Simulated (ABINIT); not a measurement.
# Beyond one shot: LiBr (Fm-3m)

Wanted: G0W0 and self-consistent gaps of LiBr (Fm-3m), with the cost of the cycles.

Calculated with ABINIT 10.8.3; PBE and many-body steps on it, plane waves.

**1. Starting point**

It takes space group Fm-3m (No. 225, cubic). The conventional cell has a = 5.501 Å, b = 5.501 Å, c = 5.501 Å, α = 90.00°, β = 90.00°, γ = 90.00°. Li has 6 Br at 2.75 Å nearest. Nearest to Br lie 6 Li at 2.75 Å. Farther neighbours and most contacts between anions are not listed.

The cell and positions come from the Crystallography Open Database and are kept as given unless a step says otherwise.

**2. Empty states on the mesh, 4×4×4 mesh, 233 bands**

This step: ABINIT 10.8.3; DFT, PBE, plane waves, norm-conserving pseudopotentials.

The sums over transitions need many empty states on a uniform mesh; this step solves for them.

run.abi reads:

```
acell 3*1.0 Angstrom
rprim 
  0.000000000000 2.750650000000 2.750650000000
  2.750650000000 0.000000000000 2.750650000000
  2.750650000000 2.750650000000 0.000000000000
ntypat 2
znucl 3 35
natom 2
typat 1 2
xred 
  0.000000000000 0.000000000000 0.000000000000
  0.500000000000 0.500000000000 0.500000000000
pp_dirpath "pseudos"
pseudos "Li.upf, Br.upf"
ecut 33
ngkpt 4 4 4
nshiftk 1
shiftk 0 0 0
kptopt 1
chksymbreak 0
irdden 1
istwfk *1
nband 233
prtvol 0
optdriver 6
gwr_task "HDIAGO"
paral_kgb 0
occopt 1
indata_prefix "in"
outdata_prefix "out"
tmpdata_prefix "tmp"
```

Started as:

```
OMP_NUM_THREADS=1 mpirun -n 4 abinit run.abi > log
```

Output:

```text
.Version 10.8.3 of ABINIT. v10.8.2 released Aug 2026.

 Symmetries : space group Fm -3 m (#225); Bravais cF (face-center cubic)
[... echo of the input left out ...]
== DATASET  1 ==================================================================
-   mpi_nproc: 4, omp_nthreads: 1 (-1 if OMP is not activated)

--- !DatasetInfo
iteration_state: {dtset: 1, }
dimensions: {natom: 2, nkpt: 8, mband: 233, nsppol: 1, nspinor: 1, nspden: 1, mpw: 2637, }
cutoff_energies: {ecut:  33.0, pawecutdg:  -1.0, }
[...]
Direct band gap semiconductor
 Fundamental gap:     4.938 (eV)
   VBM:     0.621 (eV) at k: [ 0.0000E+00,  0.0000E+00,  0.0000E+00]
   CBM:     5.559 (eV) at k: [ 0.0000E+00,  0.0000E+00,  0.0000E+00]
 Direct gap:         4.938 (eV) at k: [ 0.0000E+00,  0.0000E+00,  0.0000E+00]

== END DATASET(S) ==============================================================
================================================================================

 -outvars: echo values of variables after computation  --------
           etotal      0.0000000000E+00
            nband         233
             nkpt           8
          spgroup         225
 [... the other variables as echoed above ...]

 Calculation completed.
```

The job ended after 32 s (4 MPI ranks of Arm Neoverse V1, shared host; peak memory 1.6 GiB).

Numbers from this step:

| Quantity | Value |
| --- | --- |
| gap | 4.938 eV |
| k of the valence top | 0, 0, 0 |
| k of the conduction bottom | 0, 0, 0 |
| least direct gap | 4.938 eV |
| k points computed | 8 |
| lowest point of the top converged band, above the valence top | 167.2922 eV |

On this mesh the gap is 4.938 eV.

The density comes from a self-consistent run that is not shown.

**3. Screening, 4×4×4 mesh, 225 bands, screening to 228.6 eV**

The RPA dielectric matrix is built and inverted for each q.

This step: RPA screening on PBE, plane waves, norm-conserving pseudopotentials.

run.abi, as its differences from that of step 2:

```diff
@@ -20,10 +20,11 @@
 chksymbreak 0
-irdden 1
 istwfk *1
-nband 233
-prtvol 0
-optdriver 6
-gwr_task "HDIAGO"
-paral_kgb 0
 occopt 1
+irdwfk 1
+optdriver 3
+nband 225
+ecuteps 8.4
+inclvkb 2
+awtr 1
+symchi 1
 indata_prefix "in"
```

Output:

```text
.Version 10.8.3 of ABINIT. v10.8.2 released Aug 2026.

 Symmetries : space group Fm -3 m (#225); Bravais cF (face-center cubic)
[... echo of the input left out ...]
== DATASET  1 ==================================================================
-   mpi_nproc: 4, omp_nthreads: 1 (-1 if OMP is not activated)

--- !DatasetInfo
iteration_state: {dtset: 1, }
dimensions: {natom: 2, nkpt: 8, mband: 225, nsppol: 1, nspinor: 1, nspden: 1, mpw: 2637, }
cutoff_energies: {ecut:  33.0, pawecutdg:  -1.0, }
electrons: {nelect:   1.00000000E+01, charge:   0.00000000E+00, occopt:   1.00000000E+00, tsmear:   1.00000000E-02, }

 SCREENING: Calculation of the susceptibility and dielectric matrices

 Based on a program developped by R.W. Godby, V. Olevano, G. Onida, and L. Reining.
 Incorporated in ABINIT by V. Olevano, G.-M. Rignanese, and M. Torrent.
.Using double precision arithmetic ; gwpc =  8

[... cell and pseudopotentials left out ...]
--------------------------------------------------------------------------------

 ==== K-mesh for the wavefunctions ====
 Number of points in the irreducible wedge :     8
[... list of points left out ...]
 Together with 48 symmetry operations and time-reversal symmetry
 yields    64 points in the full Brillouin Zone.

 ==== Q-mesh for the screening function ====
 Number of points in the irreducible wedge :     8
[... list of points left out ...]
 Together with 48 symmetry operations and time-reversal symmetry
 yields    64 points in the full Brillouin Zone.

 setmesh: FFT mesh size selected  =    30x   30x   30
          total number of points  =        27000

 vcoul_init : cutoff-mode = AUXILIARY_FUNCTION
 q-points for optical limit:   1
     1)      0.000010    0.000020    0.000030

- screening: taking advantage of time-reversal symmetry
- Maximum band index for partially occupied states nbvw = 5
- Remaining bands to be divided among processors   nbcw = 220
- Number of bands treated by each node ~55

 Number of electrons calculated from density =   10.0000; Expected =   10.0000
 average of density, n =  0.035601
 r_s =    1.8857
 omega_plasma =   18.2008 [eV]

 calculating chi0 at frequencies [eV] :
  1    0.000000E+00    0.000000E+00
  2    0.000000E+00    1.820075E+01

--------------------------------------------------------------------------------
  q-point number  1        q = ( 0.000000, 0.000000, 0.000000) [r.l.u.]
--------------------------------------------------------------------------------
[... chi0 elements left out ...]
 For q-point:  0.000010 0.000020 0.000030
  dielectric constant =   3.3401
  dielectric constant without local fields =   3.9519

  Average fulfillment of the sum rule on Im[epsilon] for q-point    1 :     95.78  [%]
[... wings left out ...]
  q-point number  2        q = ( 0.250000, 0.000000, 0.000000) [r.l.u.]
--------------------------------------------------------------------------------
[... chi0 elements left out ...]
  Average fulfillment of the sum rule on Im[epsilon] for q-point    2 :     99.83  [%]

 [... 6 further q-points ...]
```

The job ended after 37 s (4 MPI ranks; peak memory 1.2 GiB).

Numbers from this step:

```yaml
eps_infinity_with_local_fields_on_this_mesh_along_the_program_s_q_direction: 3.340
the_same_without_local_fields: 3.952
plasma_frequency: 18.20 eV
plane_waves_in_the_screening_matrix: 331
```

Local fields lower ε∞ by 15 %. On a Γ-centred mesh this coarse the value itself is usually too large, while a short band sum pulls it down.

**4. G0W0**

The self-energy is evaluated for the states that the input lists, and the levels follow from it, in one-shot runs by the linearised quasiparticle equation.

This step: G0W0 on PBE, plane waves, norm-conserving pseudopotentials.

run.abi, as its differences from that of step 3:

```diff
@@ -23,8 +23,15 @@
 irdwfk 1
-optdriver 3
+optdriver 4
 nband 225
+gwcalctyp 0
+ecutsigx 33
+symsigma 1
+nkptgw 1
+kptgw 
+  0.0000000000 0.0000000000 0.0000000000
+bdgw 
+  3 9
 ecuteps 8.4
-inclvkb 2
-awtr 1
-symchi 1
+irdscr 1
+ppmodel 1
 indata_prefix "in"
```

Output:

```text
.Version 10.8.3 of ABINIT. v10.8.2 released Aug 2026.

 Symmetries : space group Fm -3 m (#225); Bravais cF (face-center cubic)
[... echo of the input left out ...]
== DATASET  1 ==================================================================
-   mpi_nproc: 4, omp_nthreads: 1 (-1 if OMP is not activated)

--- !DatasetInfo
iteration_state: {dtset: 1, }
dimensions: {natom: 2, nkpt: 8, mband: 225, nsppol: 1, nspinor: 1, nspden: 1, mpw: 2637, }
cutoff_energies: {ecut:  33.0, pawecutdg:  -1.0, }
electrons: {nelect:   1.00000000E+01, charge:   0.00000000E+00, occopt:   1.00000000E+00, tsmear:   1.00000000E-02, }

 SIGMA: Calculation of the GW corrections

 Based on a program developped by R.W. Godby, V. Olevano, G. Onida, and L. Reining.
 Incorporated in ABINIT by V. Olevano, G.-M. Rignanese, and M. Torrent.
.Using double precision arithmetic ; gwpc =  8

[... cell and pseudopotentials left out ...]
--------------------------------------------------------------------------------

 ==== K-mesh for the wavefunctions ====
 Number of points in the irreducible wedge :     8
[... list of points left out ...]
 Together with 48 symmetry operations and time-reversal symmetry
 yields    64 points in the full Brillouin Zone.

 ==== Q-mesh for screening function ====
 Number of points in the irreducible wedge :     8
[... list of points left out ...]
 Together with 48 symmetry operations and time-reversal symmetry
 yields    64 points in the full Brillouin Zone.

 vcoul_init : cutoff-mode = AUXILIARY_FUNCTION
 q-points for optical limit:   1
     1)      0.000010    0.000020    0.000030
 setmesh: FFT mesh size selected  =    40x   40x   40
          total number of points  =        64000

 Number of electrons calculated from density =   10.0000; Expected =   10.0000
 average of density, n =  0.035601
 r_s =    1.8857
 omega_plasma =   18.2008 [eV]

 === KS Band Gaps ===
  >>>> For spin  1
   Minimum direct gap =   4.9381 [eV], located at k-point      :   0.0000  0.0000  0.0000
   Fundamental gap    =   4.9381 [eV], Top of valence bands at :   0.0000  0.0000  0.0000
                                       Bottom of conduction at :   0.0000  0.0000  0.0000
 SIGMA fundamental parameters:
 PLASMON POLE MODEL  1
 number of plane-waves for SigmaX                 2637
 number of plane-waves for SigmaC and W            331
 number of plane-waves for wavefunctions          2637
 number of bands                                   225
 number of independent spin polarizations            1
 number of spinorial components                      1
 number of k-points in IBZ                           8
 number of q-points in IBZ                           8
 number of symmetry operations                      48
 number of k-points in BZ                           64
 number of q-points in BZ                           64
 number of frequencies for dSigma/dE                 9
 frequency step for dSigma/dE [eV]                0.25
 number of omega for Sigma on real axis              0
 max omega for Sigma on real axis  [eV]           0.00
 zcut for avoiding poles [eV]                     0.10

 EPSILON^-1 parameters (SCR file):
 dimension of the eps^-1 matrix on file            331
 dimension of the eps^-1 matrix used               331
 number of plane-waves for wavefunctions          2637
 number of bands                                   225
 number of q-points in IBZ                           8
 number of frequencies                               2
 number of real frequencies                          1
 number of imag frequencies                          1

 matrix elements of self-energy operator (all in [eV])

 Perturbative Calculation

--- !SelfEnergy_ee
iteration_state: {dtset: 1, }
kpoint     : [   0.000,    0.000,    0.000, ]
spin       : 1
KS_gap     :    4.938
QP_gap     :    7.116
Delta_QP_KS:    2.178
data: !SigmaeeData |
     Band     E0 <VxcDFT>   SigX SigC(E0)      Z dSigC/dE  Sig(E)    E-E0       E
        3   0.621 -13.199 -16.749   1.607   0.805  -0.242 -14.763  -1.564  -0.943
        4   0.621 -13.199 -16.749   1.607   0.805  -0.242 -14.763  -1.564  -0.943
        5   0.621 -13.199 -16.749   1.607   0.805  -0.242 -14.763  -1.564  -0.943
        6   5.559  -8.498  -4.276  -3.491   0.839  -0.192  -7.884   0.614   6.173
        7  11.140  -8.410  -3.721  -3.768   0.832  -0.202  -7.643   0.767  11.907
        8  11.140  -8.410  -3.721  -3.768   0.832  -0.202  -7.643   0.767  11.907
        9  11.140  -8.410  -3.721  -3.768   0.832  -0.202  -7.643   0.767  11.907

== END DATASET(S) ==============================================================
================================================================================

 -outvars: echo values of variables after computation  --------
           etotal      0.0000000000E+00
            nband         225
             nkpt           8
          spgroup         225
 [... the other variables as echoed above ...]

 Calculation completed.
```

Run time: 19 s. Hardware: 4 MPI ranks; peak memory 1.3 GiB; 76 s of CPU time.

Numbers from this step:

```
G0W0 gap on the points computed              : 7.116 eV
starting gap on the mesh                     : 4.938 eV
k of the valence top                         : 0, 0, 0
k of the conduction bottom                   : 0, 0, 0
Z at the valence top                         : 0.805
Z at the conduction bottom                   : 0.839
least direct G0W0 gap on the computed points : 7.116 eV
```

The gap on the mesh goes from 4.94 eV to 7.12 eV, a correction of +2.18 eV.

**5. evGW0, cycle 1**

This step: evGW0 on PBE, plane waves, norm-conserving pseudopotentials.

run.abi, as its differences from that of step 4:

```diff
@@ -25,10 +25,24 @@
 nband 225
-gwcalctyp 0
+gwcalctyp 10
 ecutsigx 33
 symsigma 1
-nkptgw 1
+nkptgw 8
 kptgw 
   0.0000000000 0.0000000000 0.0000000000
+  0.2500000000 0.0000000000 0.0000000000
+  0.5000000000 0.0000000000 0.0000000000
+  0.2500000000 0.2500000000 0.0000000000
+  0.5000000000 0.2500000000 0.0000000000
+  -0.2500000000 0.2500000000 0.0000000000
+  0.5000000000 0.5000000000 0.0000000000
+  -0.2500000000 0.5000000000 0.2500000000
 bdgw 
-  3 9
+  1 15
+  1 15
+  1 15
+  1 15
+  1 15
+  1 15
+  1 15
+  1 15
 ecuteps 8.4
```

Output:

```text
.Version 10.8.3 of ABINIT. v10.8.2 released Aug 2026.

 Symmetries : space group Fm -3 m (#225); Bravais cF (face-center cubic)
[... echo of the input left out ...]
== DATASET  1 ==================================================================
-   mpi_nproc: 4, omp_nthreads: 1 (-1 if OMP is not activated)

--- !DatasetInfo
iteration_state: {dtset: 1, }
dimensions: {natom: 2, nkpt: 8, mband: 225, nsppol: 1, nspinor: 1, nspden: 1, mpw: 2637, }
cutoff_energies: {ecut:  33.0, pawecutdg:  -1.0, }
electrons: {nelect:   1.00000000E+01, charge:   0.00000000E+00, occopt:   1.00000000E+00, tsmear:   1.00000000E-02, }

 SIGMA: Calculation of the GW corrections

 Based on a program developped by R.W. Godby, V. Olevano, G. Onida, and L. Reining.
 Incorporated in ABINIT by V. Olevano, G.-M. Rignanese, and M. Torrent.
.Using double precision arithmetic ; gwpc =  8

[... cell and pseudopotentials left out ...]
--------------------------------------------------------------------------------

 ==== K-mesh for the wavefunctions ====
 Number of points in the irreducible wedge :     8
[... list of points left out ...]
 Together with 48 symmetry operations and time-reversal symmetry
 yields    64 points in the full Brillouin Zone.

 ==== Q-mesh for screening function ====
 Number of points in the irreducible wedge :     8
[... list of points left out ...]
 Together with 48 symmetry operations and time-reversal symmetry
 yields    64 points in the full Brillouin Zone.

 vcoul_init : cutoff-mode = AUXILIARY_FUNCTION
 q-points for optical limit:   1
     1)      0.000010    0.000020    0.000030
 setmesh: FFT mesh size selected  =    40x   40x   40
          total number of points  =        64000

 Number of electrons calculated from density =   10.0000; Expected =   10.0000
[...]
QP_gap     :    9.792
Delta_QP_KS:    2.411
data: !SigmaeeData |
     Band     E_DFT   <VxcDFT>   E(N-1)  <Hhartree>   SigX  SigC[E(N-1)]    Z     dSigC/dE  Sig[E(N)]  DeltaE  E(N)_pert E(N)_diago
[...]
--- !SelfEnergy_ee
iteration_state: {dtset: 1, }
kpoint     : [  -0.250,    0.500,    0.250, ]
spin       : 1
KS_gap     :    9.153
QP_gap     :   11.655
Delta_QP_KS:    2.502
data: !SigmaeeData |
     Band     E_DFT   <VxcDFT>   E(N-1)  <Hhartree>   SigX  SigC[E(N-1)]    Z     dSigC/dE  Sig[E(N)]  DeltaE  E(N)_pert E(N)_diago
[...]
14    21.697    -8.167    21.697    29.864    -2.126    -5.458     0.711    -0.407    -7.753     0.414    22.111    22.279
       15    21.697    -8.167    21.697    29.864    -2.126    -5.458     0.711    -0.407    -7.753     0.414    22.111    22.279

 New Fermi energy :        9.131495E-02 Ha ,    2.484806E+00 eV
 New Exchange energy :    -4.050858E+00 Ha ,   -1.102295E+02 eV

 === QP Band Gaps ===
  >>>> For spin  1
   Minimum direct gap =   7.6119 [eV], located at k-point      :   0.0000  0.0000  0.0000
   Fundamental gap    =   7.6119 [eV], Top of valence bands at :   0.0000  0.0000  0.0000
                                       Bottom of conduction at :   0.0000  0.0000  0.0000

 writing QP data on file : out_QPS

 Convergence of QP corrections
 >>>>> For spin  1 <<<<<
.  kptgw no:  1; Maximum DeltaE = (  -7.301   0.013) for band index:  1
.  kptgw no:  2; Maximum DeltaE = (  -7.384   0.019) for band index:  1
.  kptgw no:  3; Maximum DeltaE = (  -7.379   0.017) for band index:  1
[...]
.  kptgw no:  7; Maximum DeltaE = (  -7.383   0.012) for band index:  1
.  kptgw no:  8; Maximum DeltaE = (  -7.420   0.014) for band index:  1

== END DATASET(S) ==============================================================
================================================================================

 -outvars: echo values of variables after computation  --------
           etotal      0.0000000000E+00
            nband         225
             nkpt           8
          spgroup         225
 [... the other variables as echoed above ...]

 Calculation completed.
```

It took 11 min on 4 MPI ranks; peak memory 1.6 GiB.

This step gave:

* quasiparticle gap on the mesh: 7.612 eV
* gap of the density functional on the mesh: 4.938 eV
* k of the valence top: 0, 0, 0
* k of the conduction bottom: 0, 0, 0
* Z at the valence top: 0.805
* Z at the conduction bottom: 0.839
* least direct quasiparticle gap on the computed points: 7.612 eV

Against G0W0 in ABINIT (4×4×4 mesh, 225 bands, screening to 228.6 eV, Godby-Needs plasmon pole), the gap moves by +0.496 eV. This first cycle still uses the starting levels; it takes the full correction, at all points of the mesh, and its linearised value is 7.116 eV.

**6. evGW0, cycle 2**

The corrected levels of the last cycle go back in.

run.abi, as its differences from that of step 5:

```diff
@@ -50,2 +50,3 @@
 ppmodel 1
+irdqps 1
 indata_prefix "in"
```

Output:

```text
.Version 10.8.3 of ABINIT. v10.8.2 released Aug 2026.

 Symmetries : space group Fm -3 m (#225); Bravais cF (face-center cubic)
[... echo of the input left out ...]
== DATASET  1 ==================================================================
-   mpi_nproc: 4, omp_nthreads: 1 (-1 if OMP is not activated)

--- !DatasetInfo
iteration_state: {dtset: 1, }
dimensions: {natom: 2, nkpt: 8, mband: 225, nsppol: 1, nspinor: 1, nspden: 1, mpw: 2637, }
cutoff_energies: {ecut:  33.0, pawecutdg:  -1.0, }
[...]
.  kptgw no:  3; Maximum DeltaE = (  -0.434  -0.050) for band index:  2
[...]
.  kptgw no:  7; Maximum DeltaE = (  -0.412  -0.024) for band index:  2
.  kptgw no:  8; Maximum DeltaE = (  -0.504  -0.027) for band index:  2

== END DATASET(S) ==============================================================
================================================================================

 -outvars: echo values of variables after computation  --------
           etotal      0.0000000000E+00
            nband         225
             nkpt           8
          spgroup         225
 [... the other variables as echoed above ...]

 Calculation completed.
```

The job ended after 11 min (4 MPI ranks; peak memory 1.6 GiB).

Numbers from this step:

| Item | Value |
| --- | --- |
| quasiparticle gap on the mesh | 7.444 eV |
| gap of the density functional on the mesh | 4.938 eV |
| k of the valence top | 0, 0, 0 |
| k of the conduction bottom | 0, 0, 0 |
| least direct quasiparticle gap on the computed points | 7.444 eV |

Against the cycle before, the gap moves by −0.168 eV.

[end of part 1 of 3]

[Paths, hosts, dates, memory and timing lines, banners, echoed tables and standing remarks are left out of the program output.]

[Logs are printed without paths, hosts, clocks, repeated set-up lines and the standing remarks that a program may print on its own settings, such as how far it seeks lower states.]

[Runs of the session that timed out or met a known fault of the program may be left out.]

[Hosts, paths, dates, database ids (printed as entryN), source tags and the programs' standing remarks are cut or masked in the printed files.]

[G0W0 gaps are taken among the corrected bands and points alone; a level outside them can change the order at an edge.]

[Where Ansatz stands beside ABINIT at settings called matched, ABINIT's density can come from a denser mesh and the files from another edition; pairs whose starting gaps differed by over 0.03 eV were left out, so agreement reads better than it is.]
